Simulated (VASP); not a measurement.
Set up this calculation in VASP 6.6.1, as the native input.

- Task: single point
- Functional: PBE
- Potentials or basis: VASP PAW PBE potentials, release 64 (V_sv)
- Cutoff: 520 eV
- k mesh: 16 × 16 × 16
- Occupations: gaussian, width 0.1 eV
- Spin: no spin polarisation
- Dipole correction: no
- Further INCAR settings: ALGO = Normal; EDIFF = 1e-06; NBANDS = 12

The structure of V lies in POSCAR:

```
V
1.0
    2.4505927790      0.0000000000      0.0000000000
    0.0000000000      2.4505927790      0.0000000000
    0.0000000000      0.0000000000      2.4505927790
V
1
Direct
    0.0000000000      0.0000000000      0.0000000000
```

The cell was built by a generator and needn't be a form met in nature.

The input as run:

INCAR

```
SYSTEM = V
PREC = Accurate ; ENCUT = 520
EDIFF = 1E-6 ; ISMEAR = 0
SIGMA = 0.1 ; LREAL = .FALSE.
LASPH = .TRUE. ; NELM = 100
ALGO = Normal ; ISIF = 2
LWAVE = .FALSE. ; LCHARG = .TRUE.
GGA = PE ; LELF = .TRUE.
LVHAR = .TRUE. ; NBANDS = 12
```

KPOINTS

```
regular mesh
0
G
  16 16 16
  0 0 0
```

Potentials or basis: VASP PAW PBE potentials, release 64 (V_sv).

Launch:

```sh
$ cat potpaw_PBE.64/V_sv/POTCAR > POTCAR
$ mpirun -np 1 vasp_std > vasp.out
```

Results of the run:

```json
{"Pressure": "0.3 GPa", "Band gap on the k mesh": "none (metal or under the smearing width)"}
```

Wall time 9.4 s on 1 thread of Intel(R) Xeon(R) Platinum 8488C (Sapphire Rapids), with other jobs on the host, peak memory 0.14 GiB.
